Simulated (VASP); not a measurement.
# CoO (Fm-3m) in VASP: equation of state, part 2 of 2

VASP 6.6.1.

### 5 Equation of state, PBE, collinear spin, ferromagnetic start, 9.88 Å³/atom (volume scaled by 1.02)

INCAR reads:

```
SYSTEM = CoO
  PREC = Accurate
  ENCUT = 520
  EDIFF = 1E-7
  ISMEAR = -1
  SIGMA = 0.05
  LREAL = .False.
  LASPH = .True.
  NELM = 150
  ALGO = Normal
  ISIF = 2
  LWAVE = .False.
  LCHARG = .False.
  ISPIN = 2
  MAGMOM = 2 0
  LORBIT = 11
  LMAXMIX = 4
  GGA = PE
  NBANDS = 18
```

KPOINTS reads:

```
Automatic mesh
0
Gamma
  11 11 11
  0 0 0
```

POSCAR reads:

```
CoO
1.0
    0.0000000000      2.1456163054      2.1456163054
    2.1456163054      0.0000000000      2.1456163054
    2.1456163054      2.1456163054      0.0000000000
Co O
1 1
Direct
    0.0000000000      0.0000000000      0.0000000000
    0.5000000000      0.5000000000      0.5000000000
```

Potentials or basis: VASP PAW PBE potentials, release 64 (Co, O).

On the command line:

```sh
$ cat potpaw_PBE.64/Co/POTCAR potpaw_PBE.64/O/POTCAR > POTCAR
$ mpirun -np 1 vasp_std > vasp.out
```

OUTCAR:

```text
SYSTEM = CoO
   PREC = Accurate
   ENCUT = 520
   EDIFF = 1E-7
   ISMEAR = -1
   LREAL = .False.
   LASPH = .True.
   NELM = 150
   ISIF = 2
   ISPIN = 2
   LORBIT = 11
   GGA = PE

 ion  position               nearest neighbor table
   1  0.000  0.000  0.000-   2 2.15   2 2.15   2 2.15   2 2.15   2 2.15   2 2.15
   2  0.500  0.500  0.500-   1 2.15   1 2.15   1 2.15   1 2.15   1 2.15   1 2.15

  LATTYP: Found a face centered cubic cell.
 ALAT       =     4.2912326108

  Lattice vectors:

 A1 = (   0.0000000000,   2.1456163054,   2.1456163054)
 A2 = (   2.1456163054,   0.0000000000,   2.1456163054)
 A3 = (   2.1456163054,   2.1456163054,   0.0000000000)
[... 1919 lines left out ...]

 VOLUME and BASIS-vectors are now :
 -----------------------------------------------------------------------------
  energy-cutoff  :      520.00
  volume of cell :       19.76
      direct lattice vectors                 reciprocal lattice vectors
     0.000000000  2.145616305  2.145616305    -0.233033278  0.233033278  0.233033278
     2.145616305  0.000000000  2.145616305     0.233033278 -0.233033278  0.233033278
     2.145616305  2.145616305  0.000000000     0.233033278  0.233033278 -0.233033278

 POSITION                                       TOTAL-FORCE (eV/Angst)
 -----------------------------------------------------------------------------------
      0.00000      0.00000      0.00000         0.000000      0.000000      0.000000
      2.14562      2.14562      2.14562        -0.000000     -0.000000     -0.000000
 -----------------------------------------------------------------------------------
    total drift:                                0.000000     -0.000000     -0.000000

  FREE ENERGIE OF THE ION-ELECTRON SYSTEM (eV)
  ---------------------------------------------------
  free  energy   TOTEN  =       -13.0532504761 eV

  energy  without entropy=      -13.0183234038  energy(sigma->0) =      -13.03578694

 total charge

# of ion       s       p       d       tot
------------------------------------------
    1        0.288   0.342   7.126   7.756
    2        1.556   3.413   0.000   4.969
--------------------------------------------------
tot          1.844   3.755   7.126  12.725

 magnetization (x)

# of ion       s       p       d       tot
------------------------------------------
    1        0.020   0.017   2.545   2.582
    2        0.028   0.277   0.000   0.305
--------------------------------------------------
tot          0.048   0.294   2.545   2.887
```

OSZICAR:

```text
N       E                     dE             d eps       ncg     rms          rms(c)
DAV:   1     0.792595432418E+02    0.79260E+02   -0.65869E+03  4176   0.954E+02
DAV:   2    -0.104843631586E+02   -0.89744E+02   -0.77463E+02  4268   0.223E+02
DAV:   3    -0.154341741803E+02   -0.49498E+01   -0.47562E+01  4712   0.556E+01
DAV:   4    -0.154850170877E+02   -0.50843E-01   -0.50800E-01  4940   0.540E+00
DAV:   5    -0.154862249093E+02   -0.12078E-02   -0.12076E-02  4904   0.823E-01    0.165E+01
DAV:   6    -0.144646810435E+02    0.10215E+01   -0.17540E+01  5172   0.610E+01    0.209E+01
DAV:   7    -0.131926604171E+02    0.12720E+01   -0.82020E+00  5000   0.489E+01    0.816E+00
DAV:   8    -0.130724124380E+02    0.12025E+00   -0.43917E-01  5686   0.101E+01    0.401E+00
DAV:   9    -0.130834393666E+02   -0.11027E-01   -0.29774E-01  5854   0.899E+00    0.290E+00
DAV:  10    -0.130528208421E+02    0.30619E-01   -0.13032E-01  5936   0.683E+00    0.294E-01
DAV:  11    -0.130534739373E+02   -0.65310E-03   -0.12832E-02  5336   0.117E+00    0.318E-01
DAV:  12    -0.130532327070E+02    0.24123E-03   -0.11345E-03  5914   0.577E-01    0.456E-02
DAV:  13    -0.130532712868E+02   -0.38580E-04   -0.92869E-05  5120   0.106E-01    0.776E-02
DAV:  14    -0.130532505917E+02    0.20695E-04   -0.14617E-05  5996   0.495E-02    0.300E-02
DAV:  15    -0.130532500158E+02    0.57586E-06   -0.14196E-05  5638   0.657E-02    0.424E-03
DAV:  16    -0.130532505157E+02   -0.49993E-06   -0.23951E-06  5726   0.155E-02    0.434E-03
DAV:  17    -0.130532504761E+02    0.39667E-07   -0.15395E-07  2764   0.568E-03
   1 F= -.13053250E+02 E0= -.13035787E+02  d E =-.349271E-01  mag=     2.9396
```

It took 63 s on 1 thread of AMD EPYC 7R13 (Zen 3), shared host; peak memory 0.13 GiB.

What came out:

```
Free energy                                           : -13.0533 eV
Pressure                                              : -5.5 GPa
Band gap on the k mesh                                : none (metal or under the smearing width)
Net moment                                            : 2.94 μB per cell
Site moments                                          : Co +2.58; O +0.30 μB
Valence electrons inside the program's atomic spheres : Co 7.76; O 4.97
```

Caveat: a cell with one magnetic atom can't hold antiferromagnetic order, which such compounds often take; semilocal functionals often make such compounds metallic where correlation or magnetic order opens a gap, which also shifts bond lengths.

### 6 Equation of state, PBE, collinear spin, ferromagnetic start, 10.07 Å³/atom (volume scaled by 1.04)

INCAR reads:

```
SYSTEM = CoO
  PREC = Accurate
  ENCUT = 520
  EDIFF = 1E-7
  ISMEAR = -1
  SIGMA = 0.05
  LREAL = .FALSE.
  LASPH = .TRUE.
  NELM = 100
  ALGO = Normal
  ISIF = 2
  LWAVE = .FALSE.
  LCHARG = .FALSE.
  ISPIN = 2
  MAGMOM = 2 0
  LORBIT = 11
  LMAXMIX = 4
  GGA = PE
  NBANDS = 18
```

KPOINTS reads:

```
regular mesh
0
G
  11 11 11
  0 0 0
```

POSCAR reads:

```
CoO
1.0
    0.0000000000      2.1595492692      2.1595492692
    2.1595492692      0.0000000000      2.1595492692
    2.1595492692      2.1595492692      0.0000000000
Co O
1 1
Direct
    0.0000000000      0.0000000000      0.0000000000
    0.5000000000      0.5000000000      0.5000000000
```

Potentials or basis: VASP PAW PBE potentials, release 64 (Co, O).

On the command line:

```sh
$ cat potpaw_PBE.64/Co/POTCAR potpaw_PBE.64/O/POTCAR > POTCAR
$ mpirun -np 1 vasp_std > vasp.out
```

Wall time 59 s (1 thread of AMD EPYC 7R13 (Zen 3), shared host); peak memory 0.14 GiB.

It converged, with:

| Property | Result |
| --- | --- |
| Free energy | -13.0370 eV |
| Pressure | -8.3 GPa |
| Band gap on the k mesh | none (metal or under the smearing width) |
| Net moment | 2.97 μB per cell |
| Site moments | Co +2.60; O +0.31 μB |
| Valence electrons inside the program's atomic spheres | Co 7.72; O 4.96 |

Caveat: a cell with one magnetic atom can't hold antiferromagnetic order, which such compounds often take; semilocal functionals often make such compounds metallic where correlation or magnetic order opens a gap, which also shifts bond lengths.

### 7 Equation of state, PBE, collinear spin, ferromagnetic start, 10.27 Å³/atom (volume scaled by 1.06)

INCAR reads:

```
SYSTEM = CoO
PREC = Accurate ; ENCUT = 520
EDIFF = 1E-7 ; ISMEAR = -1
SIGMA = 0.05 ; LREAL = .FALSE.
LASPH = .TRUE. ; NELM = 150
ALGO = Normal ; ISIF = 2
LWAVE = .FALSE. ; LCHARG = .FALSE.
ISPIN = 2 ; MAGMOM = 2 0
LORBIT = 11 ; LMAXMIX = 4
GGA = PE ; NBANDS = 18
```

KPOINTS reads:

```
Automatic mesh
0
G
  11 11 11
  0 0 0
```

POSCAR reads:

```
CoO
1.0
    0.0000000000      2.1733047310      2.1733047310
    2.1733047310      0.0000000000      2.1733047310
    2.1733047310      2.1733047310      0.0000000000
Co O
1 1
Direct
    0.0000000000      0.0000000000      0.0000000000
    0.5000000000      0.5000000000      0.5000000000
```

On the command line:

```sh
$ cat potpaw_PBE.64/Co/POTCAR potpaw_PBE.64/O/POTCAR > POTCAR
$ mpirun -np 1 vasp_std > vasp.out
```

Wall time 69 s (1 thread of AMD EPYC 7R13 (Zen 3), shared host); peak memory 0.14 GiB.

The run converged. Its results:

- Free energy: -13.0140 eV
- Pressure: -11.0 GPa
- Band gap on the k mesh: none (metal or under the smearing width)
- Net moment: 2.98 μB per cell
- Site moments: Co +2.61; O +0.31 μB
- Valence electrons inside the program's atomic spheres: Co 7.70; O 4.95

Caveat: a cell with one magnetic atom can't hold antiferromagnetic order, which such compounds often take; semilocal functionals often make such compounds metallic where correlation or magnetic order opens a gap, which also shifts bond lengths.

### 8 Equation of state, PBE, collinear spin, ferromagnetic start

Potentials or basis: VASP PAW PBE potentials, release 64 (Co, O).

No new run: the results of the series are fitted here.

Results:

```yaml
Equilibrium_volume: 9.56 Å³/atom
Bulk_modulus: 169 GPa
Pressure_derivative_of_the_bulk_modulus: 3.3
```

Energy against volume, from the lowest point:
```csv
volume (Å³/atom),energy (meV/atom)
9.103,11.90
9.297,3.63
9.490,0.00
9.684,0.69
9.878,5.25
10.071,13.39
10.265,24.87
```
